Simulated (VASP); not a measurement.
# InP (F-43m) in VASP: a series of runs

The runs below take InP through single point, with PBE.

Everything below comes from runs of VASP 6.6.1. Logs are shortened: lines on timing, memory, paths and dates and some standing lists are left out, and cuts for length are marked.

**1. The undisturbed crystal**

The structure is cubic, space group F-43m (No. 216). Conventional cell: a = 5.861 Å, b = 5.861 Å, c = 5.861 Å, α = 90.00°, β = 90.00°, γ = 90.00°. In (site symmetry -43m) has 4 P at 2.54 Å as nearest neighbours. P (site symmetry -43m) has 4 In at 2.54 Å as nearest neighbours.

**2. Single point, PBE (grid = ENCUT=400 dk=0.6 cell=2x2x2 ISMEAR=0 SIGMA=0.05 LREAL=Auto EDIFF=1e-06)**

INCAR reads:

```
ALGO = Fast
EDIFF = 1E-6
ENCUT = 400
GGA = PE
ISIF = 2
ISMEAR = 0
LASPH = True
LCHARG = False
LREAL = Auto
LWAVE = False
NBANDS = 80
NELM = 120
PREC = Accurate
SIGMA = 0.05
```

KPOINTS reads:

```
k-points
0
Gamma
  2 2 2
```

POSCAR reads:

```
InP
1.0
    0.0000000000      5.8610000000      5.8610000000
    5.8610000000      0.0000000000      5.8610000000
    5.8610000000      5.8610000000      0.0000000000
In P
8 8
Direct
    0.0000000000      0.0000000000      0.0000000000
    0.0000000000      0.0000000000      0.5000000000
    0.0000000000      0.5000000000      0.0000000000
    0.0000000000      0.5000000000      0.5000000000
    0.5000000000      0.0000000000      0.0000000000
    0.5000000000      0.0000000000      0.5000000000
    0.5000000000      0.5000000000      0.0000000000
    0.5000000000      0.5000000000      0.5000000000
    0.3750000000      0.3750000000      0.3750000000
    0.3750000000      0.3750000000      0.8750000000
    0.3750000000      0.8750000000      0.3750000000
    0.3750000000      0.8750000000      0.8750000000
    0.8750000000      0.3750000000      0.3750000000
    0.8750000000      0.3750000000      0.8750000000
    0.8750000000      0.8750000000      0.3750000000
    0.8750000000      0.8750000000      0.8750000000
```

Potentials or basis: VASP PAW PBE potentials, release 64 (In_d, P).

Command:

```bash
$ cat potpaw_PBE.64/In_d/POTCAR potpaw_PBE.64/P/POTCAR > POTCAR
$ mpirun -np 1 vasp_std > vasp.out
```

OUTCAR:

```text
EDIFF = 1E-6
   ENCUT = 400
   GGA = PE
   ISIF = 2
   ISMEAR = 0
   LASPH = True
   LREAL = Auto
   NELM = 120
   PREC = Accurate

 Found      3 irreducible k-points:

 Following reciprocal coordinates:
            Coordinates               Weight
  0.000000  0.000000  0.000000      1.000000
  0.500000  0.000000  0.000000      4.000000
  0.500000  0.500000  0.000000      3.000000
   k-points           NKPTS =      3   k-points in BZ     NKDIM =      3   number of bands    NBANDS=     80
   number of dos      NEDOS =    301   number of ions     NIONS =     16
   total plane-waves  NPLWV = 157464
   dimension x,y,z NGX =    54 NGY =   54 NGZ =   54
   dimension x,y,z NGXF=   108 NGYF=  108 NGZF=  108
   ions per type =               8   8
   NGX,Y,Z   is equivalent  to a cutoff of  10.83, 10.83, 10.83 a.u.
   NGXF,Y,Z  is equivalent  to a cutoff of  21.66, 21.66, 21.66 a.u.
 SYSTEM =  unknown system
   PREC   = accura    normal or accurate (medium, high low for compatibility)
   ISTART =      0    job   : 0-new  1-cont  2-samecut
   ICHARG =      2    charge: 1-file 2-atom 10-const
   ISPIN  =      1    spin polarized calculation?
   LNONCOLLINEAR =      F non collinear calculations
   LSORBIT =      F    spin-orbit coupling
   LASPH  =      T    aspherical Exc in radial PAW
   ENCUT  =  400.0 eV  29.40 Ry    5.42 a.u.  13.52 13.52 13.52*2*pi/ulx,y,z
   NELM   =    120;   NELMIN=  2; NELMDL= -5     # of ELM steps
   EDIFF  = 0.1E-05   stopping-criterion for ELM
   LREAL  =      T    real-space projection
   EDIFFG = 0.1E-04   stopping-criterion for IOM
   NSW    =      0    number of steps for IOM
   IBRION =     -1    ionic relax: 0-MD 1-quasi-New 2-CG
   NFREE  =      0    steps in history (QN), initial steepest desc. (CG)
   ISIF   =      2    stress and relaxation
   ISYM   =      2    0-nonsym 1-usesym 2-fastsym
   POTIM  = 0.5000    time-step for ionic-motion
   TEBEG  =    0.0;   TEEND  =   0.0 temperature during run
   PSTRESS=    0.0 pullay stress
   NELECT =     144.0000    total number of electrons
   NUPDOWN=      -1.0000    fix difference up-down
   EMIN   =  10.00;   EMAX   =-10.00  energy-range for DOS
   EFERMI =   0.00;   METHOD = LEGACY
   ISMEAR =     0;   SIGMA  =   0.05  broadening in eV -4-tet -1-fermi 0-gaus
   EFERMI_NEDOS =   21; number of points for ismear=-14 and -15
   IALGO  =     68    algorithm
   IMIX   =      4    mixing-type and parameters
     AMIX     =   0.40;   BMIX     =  1.00
     AMIX_MAG =   1.60;   BMIX_MAG =  1.00
  volume/ion in A,a.u.               =      25.17       169.83
  Fermi-wavevector in a.u.,A,eV,Ry     =   1.162021  2.195901 18.371846  1.350293
  Thomas-Fermi vector in A             =   2.298587
   LORBIT       =      0    0 simple, 1 ext, 2 COOP (PROOUT), +10 PAW based schemes
   GGA     = PE    functional components
   LHFCALC =     F    Hartree Fock is set to
   AEXX    =    0.0000 exact exchange contribution
   IVDW    =     0    specifies the selected vdW correction
   LEPSILON=     F    determine dielectric tensor
   LRPA    =     F    only Hartree local field effects (RPA)
 non-spin polarized calculation
 RMM-DIIS sequential band-by-band and
 Gauss-broadening in eV      SIGMA  =   0.05
  energy-cutoff  :      400.00
  volume of cell :      402.67
 maximum number of plane-waves:      7391
   NGX = 27   NGY = 27   NGZ = 27

 number of electron     144.0000105 magnetization

 Free energy of the ion-electron system (eV)
  ---------------------------------------------------
  ext. energy  EPLUGINS =         0.00000000
  ---------------------------------------------------
  free energy    TOTEN  =       -66.17997853 eV

  energy without entropy =      -66.17997853  energy(sigma->0) =      -66.17997853

 E-fermi :   5.5045     XC(G=0):  -9.2628

 val. band max:        5.2346608739   @ k =   0.0000   0.0000   0.0000
 cond. band min:       5.9324496807   @ k =   0.0000   0.0000   0.0000
 fundamental gap:      0.6977888068
 Fermi energy:         5.5044917505

 k-point     1 :       0.0000    0.0000    0.0000
  band No.  band energies     occupation
      1      -9.1829      2.00000
      2      -9.1829      2.00000
      3      -9.1829      2.00000
      4      -9.1170      2.00000
      5      -9.1170      2.00000
      6      -9.1170      2.00000
[... 72 lines left out ...]
     79       6.9696      0.00000
     80       6.9704      0.00000

 k-point     2 :       0.5000    0.0000    0.0000
  band No.  band energies     occupation
      1      -9.1401      2.00000
      2      -9.1401      2.00000
      3      -9.1401      2.00000
      4      -9.1401      2.00000
      5      -9.1401      2.00000
      6      -9.1401      2.00000
[... 72 lines left out ...]
     79       7.7677      0.00000
     80       7.7677      0.00000

 k-point     3 :       0.5000    0.5000    0.0000
  band No.  band energies     occupation
      1      -9.1492      2.00000
      2      -9.1492      2.00000
      3      -9.1115      2.00000
      4      -9.1115      2.00000
      5      -9.1115      2.00000
      6      -9.1115      2.00000
[... 72 lines left out ...]
     79       8.3527      0.00000
     80       8.3530      0.00000

------------------------ aborting loop because EDIFF is reached ----------------------------------------

  FORCE on cell =-STRESS in cart. coord.  units (eV):
  Direction    XX          YY          ZZ          XY          YZ          ZX
  --------------------------------------------------------------------------------------
  -------------------------------------------------------------------------------------
  Total        8.7942472      8.7942472      8.7942472      0.0000000      0.0000000      0.0000000
  in kB       34.9916233     34.9916233     34.9916233      0.0000000      0.0000000      0.0000000
  external PRESSURE =      34.9916233 kB  Pullay stress =       0.0000000 kB

 VOLUME and BASIS-vectors are now :
 -----------------------------------------------------------------------------
  energy-cutoff  :      400.00
  volume of cell :      402.67
      direct lattice vectors                 reciprocal lattice vectors
     0.000000000  5.861000000  5.861000000    -0.085309674  0.085309674  0.085309674
     5.861000000  0.000000000  5.861000000     0.085309674 -0.085309674  0.085309674
     5.861000000  5.861000000  0.000000000     0.085309674  0.085309674 -0.085309674

 POSITION                                       TOTAL-FORCE (eV/Angst)
 -----------------------------------------------------------------------------------
      0.00000      0.00000      0.00000         0.000000      0.000000      0.000000
      2.93050      2.93050      0.00000         0.000000      0.000000      0.000000
      2.93050      0.00000      2.93050         0.000000      0.000000      0.000000
      5.86100      2.93050      2.93050         0.000000      0.000000      0.000000
      0.00000      2.93050      2.93050         0.000000      0.000000      0.000000
      2.93050      5.86100      2.93050         0.000000      0.000000      0.000000
[... 8 lines left out ...]
      7.32625      7.32625     10.25675        -0.000000     -0.000000     -0.000000
     10.25675     10.25675     10.25675        -0.000000     -0.000000     -0.000000
 -----------------------------------------------------------------------------------
    total drift:                                0.000007      0.000007      0.000007

  FREE ENERGIE OF THE ION-ELECTRON SYSTEM (eV)
  ---------------------------------------------------
  free  energy   TOTEN  =       -66.1799785320 eV

  energy  without entropy=      -66.1799785320  energy(sigma->0) =      -66.17997853
```

OSZICAR:

```text
N       E                     dE             d eps       ncg     rms          rms(c)
DAV:   1     0.147736614196E+04    0.14774E+04   -0.54477E+04   480   0.175E+03
DAV:   2     0.179041159562E+03   -0.12983E+04   -0.12777E+04   480   0.506E+02
DAV:   3    -0.529179153300E+02   -0.23196E+03   -0.22340E+03   560   0.223E+02
DAV:   4    -0.692304883016E+02   -0.16313E+02   -0.16197E+02   584   0.591E+01
DAV:   5    -0.698030322496E+02   -0.57254E+00   -0.57042E+00   696   0.103E+01    0.174E+01
RMM:   6    -0.663011699793E+02    0.35019E+01   -0.82739E+00   529   0.108E+01    0.964E+00
RMM:   7    -0.662523603745E+02    0.48810E-01   -0.80830E+00   577   0.605E+00    0.360E+00
RMM:   8    -0.661585241418E+02    0.93836E-01   -0.91501E-01   545   0.598E+00    0.142E+00
RMM:   9    -0.661713373263E+02   -0.12813E-01   -0.19644E-01   609   0.226E+00    0.676E-01
RMM:  10    -0.661783643053E+02   -0.70270E-02   -0.65518E-02   766   0.106E+00    0.677E-01
RMM:  11    -0.661796825585E+02   -0.13183E-02   -0.82920E-03   775   0.329E-01    0.371E-01
RMM:  12    -0.661803694390E+02   -0.68688E-03   -0.20696E-03   594   0.174E-01    0.243E-01
RMM:  13    -0.661799243251E+02    0.44511E-03   -0.23748E-03   635   0.166E-01    0.267E-01
RMM:  14    -0.661799889360E+02   -0.64611E-04   -0.66568E-04   712   0.799E-02    0.612E-02
RMM:  15    -0.661799760607E+02    0.12875E-04   -0.13397E-04   752   0.409E-02    0.107E-01
RMM:  16    -0.661799791136E+02   -0.30529E-05   -0.34956E-05   653   0.191E-02    0.119E-01
RMM:  17    -0.661799785320E+02    0.58158E-06   -0.73740E-06   451   0.106E-02
   1 F= -.66179979E+02 E0= -.66179979E+02  d E =-.237811E-14
```

stdout:

```text
POSCAR found type information on POSCAR InP
 POSCAR found :  2 types and      16 ions
 scaLAPACK will be used
 LDA part: xc-table for (Slater+PW92), standard interpolation
 POSCAR, INCAR and KPOINTS ok, starting setup
 FFT: planning ... GRIDC
 FFT: planning ... GRID_SOFT
 FFT: planning ... GRID
 WAVECAR not read
 entering main loop
```

Wall time 3.7 min (1 thread of AMD EPYC 7R13 (Zen 3), shared host); peak memory 0.35 GiB.

These settings aren't checked as converged: the numbers below hold their error.

What came out:

* Free energy: -66.1800 eV
* Pressure: 3.5 GPa
* Band gap on the k mesh: 0.70 eV

Caveat: the k mesh is coarse (spacing up to 0.46 Å⁻¹), so the values aren't converged; spin-orbit coupling is left out, which moves the levels of the heavy elements.

**3. Single point, PBE (grid = ENCUT=280 dk=0.45 cell=2x2x2 ISMEAR=0 SIGMA=0.05 LREAL=Auto EDIFF=1e-06)**

Changes to INCAR since step 2:

```diff
@@ -2,3 +2,3 @@
 EDIFF = 1E-6
-ENCUT = 400
+ENCUT = 280
 GGA = PE
```

KPOINTS reads:

```
k-points
0
Gamma
  3 3 3
```

POSCAR is that of step 2.

Potentials or basis: VASP PAW PBE potentials, release 64 (In_d, P).

Command:

```bash
$ cat potpaw_PBE.64/In_d/POTCAR potpaw_PBE.64/P/POTCAR > POTCAR
$ mpirun -np 1 vasp_std > vasp.out
```

It took 4.1 min on 1 thread of AMD EPYC 7R13 (Zen 3), shared host; peak memory 0.3 GiB.

These settings aren't checked as converged: the numbers below hold their error.

What came out:

| Property | Result |
| --- | --- |
| Free energy | -66.9406 eV |
| Band gap on the k mesh | 0.71 eV |

Caveat: the cutoff is under 1.25 times the usual one of these potentials, so pressure, stress and relaxed cells hold a basis-set (Pulay) error; spin-orbit coupling is left out, which moves the levels of the heavy elements.

**4. Single point, PBE (grid = ENCUT=340 dk=0.45 cell=2x2x2 ISMEAR=0 SIGMA=0.05 LREAL=Auto EDIFF=1e-06)**

Changes to INCAR since step 3:

```diff
@@ -2,3 +2,3 @@
 EDIFF = 1E-6
-ENCUT = 280
+ENCUT = 340
 GGA = PE
```

KPOINTS is that of step 3.

POSCAR is that of step 3.

Command:

```bash
$ cat potpaw_PBE.64/In_d/POTCAR potpaw_PBE.64/P/POTCAR > POTCAR
$ mpirun -np 1 vasp_std > vasp.out
```

It took 4.5 min on 1 thread of AMD EPYC 7R13 (Zen 3), shared host; peak memory 0.33 GiB.

The run converged, but some of its settings lie outside the range that counts as converged, so its numbers aren't taken as properties of the crystal.

What came out:

```
Free energy            : -66.9490 eV
Pressure               : 3.0 GPa
Band gap on the k mesh : 0.71 eV
```

Caveat: spin-orbit coupling is left out, which moves the levels of the heavy elements.

**5. Single point, PBE (grid = ENCUT=400 dk=0.45 cell=2x2x2 ISMEAR=0 SIGMA=0.05 LREAL=Auto EDIFF=1e-06)**

Changes to INCAR since step 4:

```diff
@@ -2,3 +2,3 @@
 EDIFF = 1E-6
-ENCUT = 340
+ENCUT = 400
 GGA = PE
```

KPOINTS is that of step 4.

POSCAR is that of step 4.

Command:

```bash
$ cat potpaw_PBE.64/In_d/POTCAR potpaw_PBE.64/P/POTCAR > POTCAR
$ mpirun -np 1 vasp_std > vasp.out
```

It took 5.8 min on 1 thread of AMD EPYC 7R13 (Zen 3), shared host; peak memory 0.36 GiB.

The run converged, but some of its settings lie outside the range that counts as converged, so its numbers aren't taken as properties of the crystal.

What came out:

```
Free energy            : -66.9643 eV
Pressure               : 3.3 GPa
Band gap on the k mesh : 0.71 eV
```

Caveat: spin-orbit coupling is left out, which moves the levels of the heavy elements.
